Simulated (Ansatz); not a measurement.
# Mg24H49 (interstitial H in MgH2, unrelaxed): the cost of one run

Program: Ansatz 0.2.0. Level of theory: DFT PBE, scalar-relativistic, plane waves, PAW. These are calculated values, not measurements.

### Step 1. The starting structure

It takes space group P2/m (No. 10, monoclinic). Conventional cell: a = 9.124 Å, b = 9.062 Å, c = 9.124 Å, α = 90.00°, β = 90.00°, γ = 90.00°. H (site symmetry 2/m) has 2 H at 1.65 Å as nearest neighbours. Around H (site symmetry m) lie 1 H at 1.65 Å and 3 Mg at 1.97 Å. H (site symmetry 1) is surrounded by 3 Mg at 1.97 Å. Mg (site symmetry m) has 6 H at 1.97 Å as nearest neighbours. Around Mg (site symmetry 1) lie 6 H at 1.97 Å. H (site symmetry m) has 3 Mg at 1.97 Å as nearest neighbours. Only part of the 25 independent sites is listed.

Structure file:

```xyz
73
Lattice="9.1236 0.0000 0.0000 0.0000 9.1236 0.0000 0.0000 0.0000 9.0615" Properties=species:S:1:pos:R:3 pbc="T T T"
H     2.2809    0.0000    1.5103
H     0.8891    8.2345    1.5103
H     3.6727    0.8891    1.5103
H     1.3918    1.3918    0.0000
H     1.3918    1.3918    3.0205
H     3.1700    7.7318    0.0000
H     3.1700    7.7318    3.0205
Mg    2.2809    2.2809    1.5103
Mg    2.2809    6.8427    1.5103
Mg    0.0000    0.0000    0.0000
Mg    0.0000    0.0000    3.0205
Mg    4.5618    0.0000    0.0000
Mg    4.5618    0.0000    3.0205
H     5.4509    8.2345    1.5103
H     8.2345    0.8891    1.5103
H     0.8891    8.2345    4.5308
H     0.8891    8.2345    7.5512
H     3.6727    0.8891    4.5308
H     3.6727    0.8891    7.5512
H     1.3918    5.9536    0.0000
H     1.3918    5.9536    3.0205
H     3.1700    3.1700    0.0000
H     3.1700    3.1700    3.0205
Mg    2.2809    2.2809    4.5308
Mg    2.2809    2.2809    7.5512
Mg    2.2809    6.8427    4.5308
Mg    2.2809    6.8427    7.5512
H     0.8891    3.6727    1.5103
H     3.6727    5.4509    1.5103
H     5.9536    1.3918    0.0000
H     5.9536    1.3918    3.0205
H     7.7318    7.7318    0.0000
H     7.7318    7.7318    3.0205
H     5.4509    8.2345    4.5308
H     5.4509    8.2345    7.5512
H     8.2345    0.8891    4.5308
H     8.2345    0.8891    7.5512
H     1.3918    1.3918    6.0410
H     3.1700    7.7318    6.0410
H     5.4509    3.6727    1.5103
H     8.2345    5.4509    1.5103
H     0.8891    3.6727    4.5308
H     0.8891    3.6727    7.5512
H     3.6727    5.4509    4.5308
H     3.6727    5.4509    7.5512
Mg    0.0000    0.0000    6.0410
Mg    4.5618    0.0000    6.0410
H     5.9536    5.9536    0.0000
H     5.9536    5.9536    3.0205
H     7.7318    3.1700    0.0000
H     7.7318    3.1700    3.0205
Mg    6.8427    2.2809    1.5103
Mg    6.8427    6.8427    1.5103
Mg    0.0000    4.5618    0.0000
Mg    0.0000    4.5618    3.0205
Mg    4.5618    4.5618    0.0000
Mg    4.5618    4.5618    3.0205
H     1.3918    5.9536    6.0410
H     3.1700    3.1700    6.0410
H     5.4509    3.6727    4.5308
H     5.4509    3.6727    7.5512
H     8.2345    5.4509    4.5308
H     8.2345    5.4509    7.5512
Mg    6.8427    2.2809    4.5308
Mg    6.8427    2.2809    7.5512
Mg    6.8427    6.8427    4.5308
Mg    6.8427    6.8427    7.5512
H     5.9536    1.3918    6.0410
H     7.7318    7.7318    6.0410
H     5.9536    5.9536    6.0410
H     7.7318    3.1700    6.0410
Mg    0.0000    4.5618    6.0410
Mg    4.5618    4.5618    6.0410
```

### Step 2. Neutral, host at rest

Input file input.yaml:

```yaml
crystal:
  lattice:
    - [9.1236, 0.0, 0.0]
    - [0.0, 9.1236, 0.0]
    - [0.0, 0.0, 9.0615]
  atoms:
    - { symbol: H, position: [0.25, 0.0, 0.16666667], spin: 1.0 }
    - { symbol: H, position: [0.09745, 0.90255, 0.16666667] }
    - { symbol: H, position: [0.40255, 0.09745, 0.16666667] }
    - { symbol: H, position: [0.15255, 0.15255, 0.0] }
    - { symbol: H, position: [0.15255, 0.15255, 0.33333333] }
    - { symbol: H, position: [0.34745, 0.84745, 0.0] }
    - { symbol: H, position: [0.34745, 0.84745, 0.33333333] }
    - { symbol: Mg, position: [0.25, 0.25, 0.16666667] }
    - { symbol: Mg, position: [0.25, 0.75, 0.16666667] }
    - { symbol: Mg, position: [0.0, 0.0, 0.0] }
    - { symbol: Mg, position: [0.0, 0.0, 0.33333333] }
    - { symbol: Mg, position: [0.5, 0.0, 0.0] }
    - { symbol: Mg, position: [0.5, 0.0, 0.33333333] }
    - { symbol: H, position: [0.59745, 0.90255, 0.16666667] }
    - { symbol: H, position: [0.90255, 0.09745, 0.16666667] }
    - { symbol: H, position: [0.09745, 0.90255, 0.5] }
    - { symbol: H, position: [0.09745, 0.90255, 0.83333333] }
    - { symbol: H, position: [0.40255, 0.09745, 0.5] }
    - { symbol: H, position: [0.40255, 0.09745, 0.83333333] }
    - { symbol: H, position: [0.15255, 0.65255, 0.0] }
    - { symbol: H, position: [0.15255, 0.65255, 0.33333333] }
    - { symbol: H, position: [0.34745, 0.34745, 0.0] }
    - { symbol: H, position: [0.34745, 0.34745, 0.33333333] }
    - { symbol: Mg, position: [0.25, 0.25, 0.5] }
    - { symbol: Mg, position: [0.25, 0.25, 0.83333333] }
    - { symbol: Mg, position: [0.25, 0.75, 0.5] }
    - { symbol: Mg, position: [0.25, 0.75, 0.83333333] }
    - { symbol: H, position: [0.09745, 0.40255, 0.16666667] }
    - { symbol: H, position: [0.40255, 0.59745, 0.16666667] }
    - { symbol: H, position: [0.65255, 0.15255, 0.0] }
    - { symbol: H, position: [0.65255, 0.15255, 0.33333333] }
    - { symbol: H, position: [0.84745, 0.84745, 0.0] }
    - { symbol: H, position: [0.84745, 0.84745, 0.33333333] }
    - { symbol: H, position: [0.59745, 0.90255, 0.5] }
    - { symbol: H, position: [0.59745, 0.90255, 0.83333333] }
    - { symbol: H, position: [0.90255, 0.09745, 0.5] }
    - { symbol: H, position: [0.90255, 0.09745, 0.83333333] }
    - { symbol: H, position: [0.15255, 0.15255, 0.66666667] }
    - { symbol: H, position: [0.34745, 0.84745, 0.66666667] }
    - { symbol: H, position: [0.59745, 0.40255, 0.16666667] }
    - { symbol: H, position: [0.90255, 0.59745, 0.16666667] }
    - { symbol: H, position: [0.09745, 0.40255, 0.5] }
    - { symbol: H, position: [0.09745, 0.40255, 0.83333333] }
    - { symbol: H, position: [0.40255, 0.59745, 0.5] }
    - { symbol: H, position: [0.40255, 0.59745, 0.83333333] }
    - { symbol: Mg, position: [0.0, 0.0, 0.66666667] }
    - { symbol: Mg, position: [0.5, 0.0, 0.66666667] }
    - { symbol: H, position: [0.65255, 0.65255, 0.0] }
    - { symbol: H, position: [0.65255, 0.65255, 0.33333333] }
    - { symbol: H, position: [0.84745, 0.34745, 0.0] }
    - { symbol: H, position: [0.84745, 0.34745, 0.33333333] }
    - { symbol: Mg, position: [0.75, 0.25, 0.16666667] }
    - { symbol: Mg, position: [0.75, 0.75, 0.16666667] }
    - { symbol: Mg, position: [0.0, 0.5, 0.0] }
    - { symbol: Mg, position: [0.0, 0.5, 0.33333333] }
    - { symbol: Mg, position: [0.5, 0.5, 0.0] }
    - { symbol: Mg, position: [0.5, 0.5, 0.33333333] }
    - { symbol: H, position: [0.15255, 0.65255, 0.66666667] }
    - { symbol: H, position: [0.34745, 0.34745, 0.66666667] }
    - { symbol: H, position: [0.59745, 0.40255, 0.5] }
    - { symbol: H, position: [0.59745, 0.40255, 0.83333333] }
    - { symbol: H, position: [0.90255, 0.59745, 0.5] }
    - { symbol: H, position: [0.90255, 0.59745, 0.83333333] }
    - { symbol: Mg, position: [0.75, 0.25, 0.5] }
    - { symbol: Mg, position: [0.75, 0.25, 0.83333333] }
    - { symbol: Mg, position: [0.75, 0.75, 0.5] }
    - { symbol: Mg, position: [0.75, 0.75, 0.83333333] }
    - { symbol: H, position: [0.65255, 0.15255, 0.66666667] }
    - { symbol: H, position: [0.84745, 0.84745, 0.66666667] }
    - { symbol: H, position: [0.65255, 0.65255, 0.66666667] }
    - { symbol: H, position: [0.84745, 0.34745, 0.66666667] }
    - { symbol: Mg, position: [0.0, 0.5, 0.66666667] }
    - { symbol: Mg, position: [0.5, 0.5, 0.66666667] }
magnetization:
  spin_polarized: true
  initial_magnetization: 1
  spin_locking: { lock_magnetization: hard }
scf:
  occupations: { method: fixed }
output:
  forces: true
  stress: false
  eigenvalues: true
  populations: true
  efg: {}
kpoints:
  mp_grid: { grid: [2, 2, 2], shift: [0.5, 0.5, 0.5] }
hamiltonian:
  xc: pbe
```

The run is started by

```
$ ansatz run input.yaml --threads 8 --pin off --max-ram 18432MiB --backend cpu --events-out ev --progress --plain --runs-dir out
```

Q: Estimate wall time and peak memory on 8 threads of Arm Neoverse V1, shared host.

About 14 s, with a peak of 2.8 GiB.
